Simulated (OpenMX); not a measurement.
The system is TiTe2.

```
CELL_PARAMETERS angstrom
3.77700 0.00000 0.00000
-1.88850 3.27098 0.00000
0.00000 0.00000 6.49800
ATOMIC_POSITIONS crystal
Te 0.33333 0.66667 0.73720
Te 0.66667 0.33333 0.26280
Ti 0.00000 0.00000 0.00000
```

```yaml
Program: OpenMX 3.8.5
Task: single point
Functional: PBE
Potentials_or_basis: OpenMX 2013 PBE set, Te7.0-s3p2d2f1, Ti7.0-s3p2d2, grid cutoff 500 Ry
k_mesh: 9 × 9 × 5
Occupations: fermi-dirac, width 0.05 eV
Spin: no spin polarisation
```

On this cell: pressure 1.4 GPa; largest force 0.106 eV/Å; band gap on the k mesh none (metal or under the smearing width).

The same run follows on a disturbed copy (atoms moved at random, drawn with an rms of 0.05 Å):

```
Te Ti
1.0
     3.77700    0.00000    0.00000
    -1.88850    3.27098    0.00000
     0.00000    0.00000    6.49800
Te Ti
2 1
Direct
  0.33883 0.66074 0.74191
  0.66739 0.33800 0.26724
  0.99875 0.99981 0.00240
```

Problem. What does the disturbed cell give?

Solution. The energy (extrapolated to zero smearing) moves by +1.8 meV/atom; pressure 1.4 GPa; largest force 0.259 eV/Å; band gap on the k mesh none (metal or under the smearing width).

Forces on the atoms (eV/Å):
```
Te  -0.138  0.088 -0.201
Te   0.055 -0.082  0.058
Ti   0.097 -0.006  0.163
```

The forces don't sum to zero, so they hold noise of the program's grid.

Caveats: the basis of atomic orbitals isn't converged, which shifts pressures, moduli and gaps; this functional lacks dispersion, which binds the layers, so the pressure and a relaxed spacing across them are unreliable (some runs).
